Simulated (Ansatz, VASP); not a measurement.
**Two plane-wave programs on TiSi2**

```
Ti Si
1.0
     0.00000    4.11752    4.26290
     2.38951    0.00000    4.26290
     2.38951    4.11752    0.00000
Ti Si
2 4
Direct
  0.75000 0.75000 0.75000
  0.50000 0.50000 0.50000
  0.41257 0.08743 0.41257
  0.08743 0.41257 0.08743
  0.16257 0.83743 0.16257
  0.83743 0.16257 0.83743
```

The cell is a database's computed one.

Alike in both runs: task band structure; functional PBE; k mesh 5 × 5 × 5; occupations fermi-dirac, width 0.05 eV; no spin polarisation.

```csv
,VASP,Ansatz
version,VASP 6.6.1,Ansatz 0.2.0
potentials or method,"VASP PAW PBE potentials, release 64 (Ti, Si)",Ansatz PAW
plane-wave cutoff (eV),600,420
valence electrons in the cell,24,40
```

|  | VASP | Ansatz | Ansatz less VASP |
| --- | --- | --- | --- |
| gap on the k mesh at the Fermi level (eV) | none | none | - |
| pressure (GPa) | 1.9 | 2.1 | +0.17 |
| largest component of the traceless stress (GPa) | 1.68 | 1.52 | -0.167 |
| rms of the force components (eV/Å) | 0.015 | 0.016 | +0.0014 |

Atom by atom the forces differ by 0.001 eV/Å (rms over components). A gap of «none» marks a metal or a gap that the smearing closes. The functional is the same, so the differences come from potentials, cutoffs and numerics. The two sets of potentials don't hold the same shells in valence.
